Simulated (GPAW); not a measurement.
# EuO (Fm-3m) in GPAW: convergence with plane-wave cutoff (eV)

Aim: find how far plane-wave cutoff (eV) must go before the results for EuO settle, at PBE. This setting moves, with any that are tied to it; all else stays.

Program: GPAW 26.7.0. These are calculated values, not measurements. Logs are shortened: lines on timing, memory, paths and dates and some standing lists are left out, and cuts for length are marked. The log counts tension as positive stress, the text compression.

### 1 The structure

It takes space group Fm-3m (No. 225, cubic). The conventional cell has a = 5.144 Å, b = 5.144 Å, c = 5.144 Å, α = 90.00°, β = 90.00°, γ = 90.00°. Around Eu (site symmetry m-3m) lie 6 O at 2.57 Å. Around O (site symmetry m-3m) lie 6 Eu at 2.57 Å.

### 2 With plane-wave cutoff (eV) 300

File run.py:

```python
from ase.dft.bandgap import bandgap
from ase.io import read, write
from ase.units import GPa
from gpaw import GPAW, PW

atoms = read('POSCAR')
atoms.set_initial_magnetic_moments([7.0, 0.0])

calc = GPAW(mode=PW(300),
            xc='PBE',
            kpts={'size': (7, 7, 7), 'gamma': True},
            occupations={'name': 'fermi-dirac', 'width': 0.05},
            nbands=25,
            convergence={'density': 1e-05, 'energy': 1e-05},
            maxiter=100,
            txt='gpaw.txt')
atoms.calc = calc
energy = atoms.get_potential_energy()
forces = atoms.get_forces()
stress = atoms.get_stress()
calc.write('gs.gpw')
write('result.traj', atoms)
print(f'Energy: {energy:.6f} eV')
print('Forces (eV/A):')
print(forces.round(4))
print('Stress (GPa):', (stress / GPa).round(3))
print('Moments:', calc.get_magnetic_moments().round(3))
print('Fermi level:', round(calc.get_fermi_level(), 4), 'eV')
print(f'Gap: {bandgap(calc)[0]:.4f} eV, direct: {bandgap(calc, direct=True)[0]:.4f} eV')
```

File POSCAR:

```
EuO
1.0
    0.0000000000      2.5719500000      2.5719500000
    2.5719500000      0.0000000000      2.5719500000
    2.5719500000      2.5719500000      0.0000000000
Eu O
1 1
Direct
    0.0000000000      0.0000000000      0.0000000000
    0.5000000000      0.5000000000      0.5000000000
```

Potentials or basis: GPAW PAW data sets (gpaw-data 1.2.1), pw.

Command:

```
$ OMP_NUM_THREADS=1 python run.py
```

gpaw.txt:

```text
__  _  _
 | _ |_)|_||  |
 |__||  | ||/\| - 26.7.0

Input parameters:
  mode=PW(ecut=300.0),
  convergence={'density': 1e-05, 'energy': 1e-05},
  kpts=MonkhorstPack(size=(7, 7, 7), gamma=True),
  maxiter=100,
  nbands=25,
  occupations=Occupations(name='fermi-dirac', width=0.05),
  xc=XC(name='PBE')

Diagonalizing LCAO Hamiltonian
Converting LCAO to pw mode

               O

       Eu

Atoms  # Å, Bohr magnetons
|   | symbol |        x |        y |        z |    initial magnetic moments |
|---|--------|----------|----------|----------|-----------------------------|
| 0 |     Eu | 0.000000 | 0.000000 | 0.000000 | ( 0.0000,  0.0000,  7.0000) |
| 1 |      O | 2.571950 | 2.571950 | 2.571950 | ( 0.0000,  0.0000,  0.0000) |

Unit cell  # Å
| periodic |        x |        y |        z |  lengths |    angles |
|----------|----------|----------|----------|----------|-----------|
|      yes | 0.000000 | 2.571950 | 2.571950 | 3.637287 | 60.000000 |
|      yes | 2.571950 | 0.000000 | 2.571950 | 3.637287 | 60.000000 |
|      yes | 2.571950 | 2.571950 | 0.000000 | 3.637287 | 60.000000 |

Number of symmetries: 48
Symmetry operations  # r_c * U_cc + t_c -> r_c
|    | kind |            matrix            |
|----|------|------------------------------|
|  0 |  σ   |  1, 0, 0,  1, 0,-1,  1,-1, 0 |
|  1 |  C2  |  1, 0, 0,  1,-1, 0,  1, 0,-1 |
|  2 |  E   |  1, 0, 0,  0, 1, 0,  0, 0, 1 |
|  3 |  σ   |  1, 0, 0,  0, 0, 1,  0, 1, 0 |
|  4 |  C4  |  1, 0,-1,  1, 0, 0,  1,-1, 0 |
|  5 |  S6  |  1, 0,-1,  1,-1, 0,  1, 0, 0 |
|  6 |  σ   |  1, 0,-1,  0, 1,-1,  0, 0,-1 |
|  7 |  C3  |  1, 0,-1,  0, 0,-1,  0, 1,-1 |
|  8 |  S6  |  1,-1, 0,  1, 0, 0,  1, 0,-1 |
|  9 |  C4  |  1,-1, 0,  1, 0,-1,  1, 0, 0 |
| 10 |  C3  |  1,-1, 0,  0,-1, 1,  0,-1, 0 |
| 11 |  σ   |  1,-1, 0,  0,-1, 0,  0,-1, 1 |
| 12 |  σ   |  0, 1, 0,  1, 0, 0,  0, 0, 1 |
| 13 |  C4  |  0, 1, 0,  0, 1,-1, -1, 1, 0 |
| 14 |  C3  |  0, 1, 0,  0, 0, 1,  1, 0, 0 |
| 15 |  S6  |  0, 1, 0, -1, 1, 0,  0, 1,-1 |
| 16 |  C2  |  0, 1,-1,  1, 0,-1,  0, 0,-1 |
| 17 |  σ   |  0, 1,-1,  0, 1, 0, -1, 1, 0 |
| 18 |  S4  |  0, 1,-1,  0, 0,-1,  1, 0,-1 |
| 19 |  C4  |  0, 1,-1, -1, 1, 0,  0, 1, 0 |
| 20 |  C3  |  0, 0, 1,  1, 0, 0,  0, 1, 0 |
| 21 |  σ   |  0, 0, 1,  0, 1, 0,  1, 0, 0 |
| 22 |  S6  |  0, 0, 1,  0,-1, 1, -1, 0, 1 |
| 23 |  C4  |  0, 0, 1, -1, 0, 1,  0,-1, 1 |
| 24 |  S4  |  0, 0,-1,  1, 0,-1,  0, 1,-1 |
| 25 |  C3  |  0, 0,-1,  0, 1,-1,  1, 0,-1 |
| 26 |  C2  |  0, 0,-1,  0,-1, 0, -1, 0, 0 |
| 27 |  S6  |  0, 0,-1, -1, 0, 0,  0,-1, 0 |
| 28 |  S4  |  0,-1, 1,  1,-1, 0,  0,-1, 0 |
| 29 |  C4  |  0,-1, 1,  0, 0, 1, -1, 0, 1 |
| 30 |  C2  |  0,-1, 1,  0,-1, 0,  1,-1, 0 |
| 31 |  σ   |  0,-1, 1, -1, 0, 1,  0, 0, 1 |
| 32 |  C3  |  0,-1, 0,  1,-1, 0,  0,-1, 1 |
| 33 |  S6  |  0,-1, 0,  0, 0,-1, -1, 0, 0 |
| 34 |  S4  |  0,-1, 0,  0,-1, 1,  1,-1, 0 |
| 35 |  C2  |  0,-1, 0, -1, 0, 0,  0, 0,-1 |
| 36 |  C2  | -1, 1, 0,  0, 1, 0,  0, 1,-1 |
| 37 |  S6  | -1, 1, 0,  0, 1,-1,  0, 1, 0 |
| 38 |  S4  | -1, 1, 0, -1, 0, 1, -1, 0, 0 |
[... 101 lines left out ...]
    |   2p |  4.000 |      -9.029 |    0.598 |
    |    s |        |       3.251 |    0.688 |
    |    p |        |      18.182 |    0.598 |
    |    d |        |       0.000 |    0.619 |

    Using partial waves for O as LCAO basis

Reference energy: -297121.663913  # eV

eigensolver:
  PPCG
  Converge bands: occupied
  niter=2

density mixing:
  MSR1-Mixer
  Pratt-step length: 0.05
  Maximum mixing coefficient: 0.75
  Old densities: 10
  SVD Regularization: 0.005
  Good broyden scale: 1.0
  Trust region scale: 1.0
  Backstep threshold: 4.0
  History deletion threshold: 6.0
  Fourier metric: weight=20.0, sigma=0.015

occupation numbers:
  Fermi-Dirac:
    width: 0.0500  # eV

poisson solver:
  ecut: 2400.0  # eV

xc functional:
  name: PBE with 2 nearest neighbor stencil

convergence criteria:
- Maximum integral of absolute [dens]ity change: 1e-05 electrons / valence electron
- Maximum [total energy] change in last 3 cyles: 1e-05 eV / valence electron
- Maximum integral of absolute [eigenst]ate change: 4e-08 eV^2 / valence electron
maximum number of iterations: 100

SCF iterations
|iter     | |      energy | eigst |  dens |  magmom |
|---------|-|-------------|-------|-------|---------|
|iter:   1| |  -15.158945 | -0.46 |       |  +7.0102|
|iter:   2| |  -13.984395 | -1.90 | -0.74 |  +6.9573|
|iter:   3| |  -13.649290 | -2.30 | -1.02 |  +6.9274|
|iter:   4| |  -13.493594 | -2.07 | -1.19 |  +6.9142|
|iter:   5| |  -13.434099 | -3.18 | -1.30 |  +6.8994|
|iter:   6| |  -13.410434 | -2.96 | -1.56 |  +6.8931|
|iter:   7| |  -13.410231 | -4.52 | -1.99 |  +6.9046|
|iter:   8| |  -13.411392 | -3.82 | -2.12 |  +6.9470|
|iter:   9| |  -13.411697 | -5.73 | -2.60 |  +6.9593|
|iter:  10| |  -13.411868 | -5.49 | -2.81 |  +6.9674|
|iter:  11| |  -13.411885c| -7.00 | -3.53 |  +6.9663|
|iter:  12| |  -13.411893c| -7.40c| -3.76 |  +6.9642|
|iter:  13| |  -13.411894c| -8.44c| -4.37 |  +6.9637|
|iter:  14| |  -13.411894c| -8.39c| -4.98 |  +6.9637|
|iter:  15| |  -13.411893c| -8.87c| -5.46c|  +6.9637|

Converged in 15 steps
Energy contributions relative to reference atoms: (reference = -297121.663913)

Energy contributions:
  Kinetic:          -9.298672
  Coulomb:          14.687360
  Zero:              0.153848
  External:          0.000000
  Xc:              -18.948736
  Entropy:          -0.011386
  Spinorbit:         0.000000
  ----------------------------
  Free energy:     -13.417586
  Extrapolated:    -13.411893

dipole moment: (-28.617266, -28.617266, -28.617266)  # |e|*Ang

Total magnetic moment: (0.000000, 0.000000, 6.963650)

Local magnetic moments
|        x |        y |         z |
|----------|----------|-----------|
| 0.000000 | 0.000000 |  6.553710 |  # Eu   0
| 0.000000 | 0.000000 | -0.065673 |  # O    1

Fermi level: 10.714
Eigenvalues  # (at kpt = [0.000, 0.000, 0.000])
| band index |      eig [eV] | occ [0-1] |      eig [eV] | occ [0-1] |
|------------|---------------|-----------|---------------|-----------|
|          0 |       -30.863 |     1.000 |       -27.826 |     1.000 |
|        ... |               |           |               |           |
|          3 |        -9.264 |     1.000 |        -6.936 |     1.000 |
|          4 |        -9.264 |     1.000 |        -6.936 |     1.000 |
|          5 |         6.747 |     1.000 |         6.834 |     1.000 |
|          6 |         6.757 |     1.000 |         6.845 |     1.000 |
|          7 |         6.757 |     1.000 |         6.845 |     1.000 |
|          8 |         9.969 |     1.000 |        11.000 |     0.003 |
|          9 |        10.004 |     1.000 |        13.352 |     0.000 |
|         10 |        10.450 |     0.995 |        13.352 |     0.000 |
|         11 |        10.450 |     0.995 |        13.352 |     0.000 |
|         12 |        10.450 |     0.995 |        14.291 |     0.000 |
|         13 |        10.731 |     0.416 |        15.235 |     0.000 |
|         14 |        10.732 |     0.409 |        15.235 |     0.000 |
|         15 |        10.732 |     0.409 |        15.235 |     0.000 |
|         16 |        12.274 |     0.000 |        15.308 |     0.000 |
|         17 |        12.274 |     0.000 |        15.308 |     0.000 |
|        ... |               |           |               |           |
|         24 |        31.041 |     0.000 |        31.760 |     0.000 |

No gap
No difference between direct/indirect transitions

Forces  # eV/Ang
|       x |       y |       z |
|---------|---------|---------|
| 0.00000 | 0.00000 | 0.00000 |  # Eu   0
| 0.00000 | 0.00000 | 0.00000 |  # O    1

Stress tensor  # eV/Ang^3
|         x |         y |         z |
|-----------|-----------|-----------|
|  0.545552 |  0.000000 | -0.000000 |
|  0.000000 |  0.545552 | -0.000000 |
| -0.000000 | -0.000000 |  0.545552 |

# Writing to gs.gpw (mode='')
```

stdout:

```text
Energy: -13.411893 eV
Forces (eV/A):
[[0. 0. 0.]
 [0. 0. 0.]]
Stress (GPa): [87.407 87.407 87.407 -0.    -0.     0.   ]
Moments: [ 6.554 -0.066]
Fermi level: 10.7139 eV
Gap: 0.0000 eV, direct: 0.0000 eV
```

It took 16 s on 1 thread of Arm Neoverse V2, shared host; peak memory 0.15 GiB.

What came out:

```
Free energy            : -13.4176 eV
Pressure               : -87.4 GPa
Band gap on the k mesh : none (metal or under the smearing width)
Net moment             : 6.96 μB per cell
Site moments           : Eu +6.55; O -0.07 μB
```

### 3 With plane-wave cutoff (eV) 350

run.py, as its differences from that of step 2:

```diff
@@ -8,3 +8,3 @@
 
-calc = GPAW(mode=PW(300),
+calc = GPAW(mode=PW(350),
             xc='PBE',
```

POSCAR is that of step 2.

Potentials or basis: GPAW PAW data sets (gpaw-data 1.2.1), pw.

Command:

```
$ OMP_NUM_THREADS=1 python run.py
```

It took 17 s on 1 thread of Arm Neoverse V2, shared host; peak memory 0.15 GiB.

What came out:

| Property | Result |
| --- | --- |
| Free energy | -16.8504 eV |
| Pressure | -58.5 GPa |
| Band gap on the k mesh | none (metal or under the smearing width) |
| Net moment | 6.97 μB per cell |
| Site moments | Eu +6.57; O -0.07 μB |

### 4 With plane-wave cutoff (eV) 400

run.py, as its differences from that of step 3:

```diff
@@ -8,3 +8,3 @@
 
-calc = GPAW(mode=PW(350),
+calc = GPAW(mode=PW(400),
             xc='PBE',
```

POSCAR is that of step 3.

Command:

```
$ OMP_NUM_THREADS=1 python run.py
```

It took 24 s on 1 thread of Arm Neoverse V2, shared host; peak memory 0.16 GiB.

Results:

```
Free energy            : -18.7236 eV
Pressure               : -37.9 GPa
Band gap on the k mesh : none (metal or under the smearing width)
Net moment             : 6.97 μB per cell
Site moments           : Eu +6.58; O -0.07 μB
```

### 5 With plane-wave cutoff (eV) 500

run.py, as its differences from that of step 4:

```diff
@@ -8,3 +8,3 @@
 
-calc = GPAW(mode=PW(400),
+calc = GPAW(mode=PW(500),
             xc='PBE',
```

POSCAR is that of step 4.

Command:

```
$ OMP_NUM_THREADS=1 python run.py
```

Run time: 23 s. Hardware: 1 thread of Arm Neoverse V2, shared host; peak memory 0.17 GiB.

Results:

| Quantity | Value |
| --- | --- |
| Free energy | -20.2304 eV |
| Pressure | -14.2 GPa |
| Band gap on the k mesh | none (metal or under the smearing width) |
| Net moment | 6.97 μB per cell |
| Site moments | Eu +6.59; O -0.07 μB |

### 6 With plane-wave cutoff (eV) 600

run.py, as its differences from that of step 5:

```diff
@@ -8,3 +8,3 @@
 
-calc = GPAW(mode=PW(500),
+calc = GPAW(mode=PW(600),
             xc='PBE',
```

POSCAR is that of step 5.

Potentials or basis: GPAW PAW data sets (gpaw-data 1.2.1), pw.

Command:

```
$ OMP_NUM_THREADS=1 python run.py
```

Wall time 37 s (1 thread of Arm Neoverse V2, shared host); peak memory 0.18 GiB.

It converged, with:

- Free energy: -20.5739 eV
- Pressure: -6.6 GPa
- Band gap on the k mesh: none (metal or under the smearing width)
- Net moment: 6.97 μB per cell
- Site moments: Eu +6.59; O -0.07 μB

### 7 With plane-wave cutoff (eV) 700

run.py, as its differences from that of step 6:

```diff
@@ -8,3 +8,3 @@
 
-calc = GPAW(mode=PW(600),
+calc = GPAW(mode=PW(700),
             xc='PBE',
```

POSCAR is that of step 6.

Command:

```
$ OMP_NUM_THREADS=1 python run.py
```

Run time: 43 s. Hardware: 1 thread of Arm Neoverse V2, shared host; peak memory 0.2 GiB.

It converged, with:

```
Free energy            : -20.6574 eV
Pressure               : -4.7 GPa
Band gap on the k mesh : none (metal or under the smearing width)
Net moment             : 6.97 μB per cell
Site moments           : Eu +6.59; O -0.07 μB
```

### 8 With plane-wave cutoff (eV) 800

run.py, as its differences from that of step 7:

```diff
@@ -8,3 +8,3 @@
 
-calc = GPAW(mode=PW(700),
+calc = GPAW(mode=PW(800),
             xc='PBE',
```

POSCAR is that of step 7.

Command:

```
$ OMP_NUM_THREADS=1 python run.py
```

Wall time 46 s (1 thread of Arm Neoverse V2, shared host); peak memory 0.21 GiB.

Results (log left out):

- Free energy: -20.6773 eV
- Pressure: -3.9 GPa
- Band gap on the k mesh: none (metal or under the smearing width)
- Net moment: 6.97 μB per cell
- Site moments: Eu +6.59; O -0.07 μB

### 9 With plane-wave cutoff (eV) 1000

run.py, as its differences from that of step 8:

```diff
@@ -8,3 +8,3 @@
 
-calc = GPAW(mode=PW(800),
+calc = GPAW(mode=PW(1000),
             xc='PBE',
```

POSCAR is that of step 8.

Potentials or basis: GPAW PAW data sets (gpaw-data 1.2.1), pw.

Command:

```
$ OMP_NUM_THREADS=1 python run.py
```

Wall time 64 s (1 thread of Arm Neoverse V2, shared host); peak memory 0.25 GiB.

Results (log left out):

```yaml
Free_energy: -20.6810 eV
Pressure: -3.9 GPa
Band_gap_on_the_k_mesh: none (metal or under the smearing width)
Net_moment: 6.97 μB per cell
Site_moments: Eu +6.59; O -0.07 μB
```

### 10 With plane-wave cutoff (eV) 1200

run.py, as its differences from that of step 9:

```diff
@@ -8,3 +8,3 @@
 
-calc = GPAW(mode=PW(1000),
+calc = GPAW(mode=PW(1200),
             xc='PBE',
```

POSCAR is that of step 9.

Command:

```
$ OMP_NUM_THREADS=1 python run.py
```

It took 87 s on 1 thread of Arm Neoverse V2, shared host; peak memory 0.28 GiB.

It converged, with:

| Quantity | Value |
| --- | --- |
| Free energy | -20.6839 eV |
| Pressure | -3.8 GPa |
| Band gap on the k mesh | none (metal or under the smearing width) |
| Net moment | 6.97 μB per cell |
| Site moments | Eu +6.59; O -0.07 μB |

### 11 Result

| plane-wave cutoff (eV) | energy less the tightest run, at zero smearing (meV/atom) | pressure (GPa) | largest site moment (μB) | SCF cycles | CPU time (s) | peak memory (GiB) |
| --- | --- | --- | --- | --- | --- | --- |
| 300 | 3633.28 | -87.41 | 6.55 | 15 | 16 | 0.15 |
| 350 | 1916.75 | -58.47 | 6.57 | 15 | 17 | 0.15 |
| 400 | 980.15 | -37.93 | 6.58 | 15 | 24 | 0.16 |
| 500 | 226.78 | -14.19 | 6.59 | 15 | 23 | 0.17 |
| 600 | 55.02 | -6.63 | 6.59 | 15 | 37 | 0.18 |
| 700 | 13.26 | -4.67 | 6.59 | 15 | 43 | 0.2 |
| 800 | 3.34 | -3.90 | 6.59 | 15 | 46 | 0.21 |
| 1000 | 1.47 | -3.85 | 6.59 | 15 | 64 | 0.25 |
| 1200 | 0.00 | -3.77 | 6.59 | 15 | 87 | 0.28 |

Against the tightest run, the pressure stays within 0.1 GPa from 1000 on; the largest site moment stays within 0.02 μB from 400 on. Not settled before the last step: the energy (to 1 meV/atom). The tightest run that finished is the yardstick and may itself not be fully converged.

Caveats: one-centre terms of the f shell are cut off; spin-orbit coupling is left out, which moves the levels of the heavy elements; a cell with one magnetic atom can't hold antiferromagnetic order, which such compounds often take; without U or exact exchange the open f shell lies at the Fermi level, which spoils levels, moments and volumes.
